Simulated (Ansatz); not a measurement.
One crystal and one scan (energy over volume and axial ratio) at two levels, PBE (plane waves to 420 eV, PAW, scalar-relativistic; Ansatz, an electronic-structure program) and PBEsol (plane waves to 420 eV, PAW, scalar-relativistic; Ansatz), each from its own relaxed cell and on its own mesh.

The crystal is Li₃N (Li3N type, space group P6/mmm); volume and axial ratio are varied about the relaxed values (subscript 0).

The energy includes the smearing's −TS. Li3N was relaxed with its symmetry unable to fall. Both scans cover V/V₀ from 0.920 to 1.080 and (c/a)/(c/a)₀ from 0.880 to 1.120.

```tsv
quantity	run 1	run 2
Lattice constant a (Å)	3.607	3.634
Lattice constant c (Å)	3.845	3.865
Relaxed volume (Å³/atom)	10.83	11.05
Band gap of the relaxed cell, no spin-orbit coupling (eV)	1.09	1.06
Modulus against c/a change at fixed volume, (3/4V)·∂²E/∂(ln c/a)² (fit, atoms clamped) (GPa)	70	68
```

**Question.** Which run is which level?

**Answer.** Run 2 is PBE, run 1 is PBEsol. PBE gives the higher value for: lattice constant a; lattice constant c; relaxed volume. PBE gives the lower value for: band gap of the relaxed cell, no spin-orbit coupling.

(Under strain, the slope of the energy per volume gives the stress and its curvature an elastic modulus.)
